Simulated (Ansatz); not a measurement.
Relaxation of a periodic cell of 17 atoms, Si (host Si, host structure diamond, interstitial Si), to a largest force component of 0.03 eV/Å in at most 60 steps.

These are results of Ansatz, DFT PBEsol, scalar-relativistic, plane waves, PAW, not measurements. Settings: cutoff 420 eV, k mesh 2x2x2, fermi-dirac smearing 0.02 eV, no spin polarisation.

```xyz
17
Lattice="0.0000 5.4300 5.4300 5.4300 0.0000 5.4300 5.4300 5.4300 0.0000" Properties=species:S:1:pos:R:3:forces:R:3
Si 0.000 0.000 0.000 0.05 0.04 -0.43
Si 1.357 1.357 1.357 0.23 0.30 -0.26
Si 2.715 2.715 0.000 -0.01 -0.12 0.06
Si 4.072 4.072 1.357 -0.59 -0.50 -0.64
Si 2.715 0.000 2.715 0.48 0.06 -0.07
Si 4.072 1.357 4.072 -0.08 0.04 0.10
Si 5.430 2.715 2.715 -0.02 -0.64 -0.02
Si 6.787 4.072 4.072 0.80 -0.69 0.75
Si 0.000 2.715 2.715 0.02 0.38 -0.02
Si 1.357 4.072 4.072 0.03 -0.08 0.05
Si 2.715 5.430 2.715 -0.50 0.02 0.03
Si 4.072 6.787 4.072 -0.38 0.46 0.35
Si 2.715 2.715 5.430 0.00 0.00 0.00
Si 4.072 4.072 6.787 -0.06 -0.10 -0.04
Si 5.430 5.430 5.430 -0.05 0.04 0.55
Si 6.787 6.787 6.787 0.11 0.07 -0.09
Si 5.426 5.354 2.750 -0.03 0.72 -0.33
```

Task: Where does it end, and by what steps?

Result: The forces met the threshold. The force dipped under the threshold on the way, but the program's further checks kept it going. After 3 steps the energy has fallen by 0.149 eV; Si17 moved furthest, 0.07 Å.

```tsv
step	energy less start (eV)	largest force component (eV/Å)	accepted
0	0.0000	0.799	yes
1	-0.1271	0.328	yes
2	-0.1488	0.027	yes
3	-0.1488	0.027	yes
```

```xyz
17
Lattice="0.0000 5.4300 5.4300 5.4300 0.0000 5.4300 5.4300 5.4300 0.0000" Properties=species:S:1:pos:R:3
Si -0.002 -0.004 -0.031
Si 1.376 1.374 1.340
Si 2.713 2.705 0.005
Si 4.048 4.043 1.335
Si 2.748 -0.005 2.719
Si 4.068 1.359 4.079
Si 5.431 2.676 2.716
Si 6.812 4.043 4.099
Si -0.001 2.746 2.717
Si 1.361 4.067 4.077
Si 2.682 5.427 2.715
Si 4.050 6.807 4.097
Si 2.715 2.715 5.430
Si 4.069 4.066 6.785
Si 5.432 5.426 5.465
Si 6.794 6.790 6.783
Si 5.428 5.420 2.720
```

Whether the end is a true minimum wasn't checked by a vibrational analysis.

Time of the run: 16 s on 1 CPU thread of a shared host.
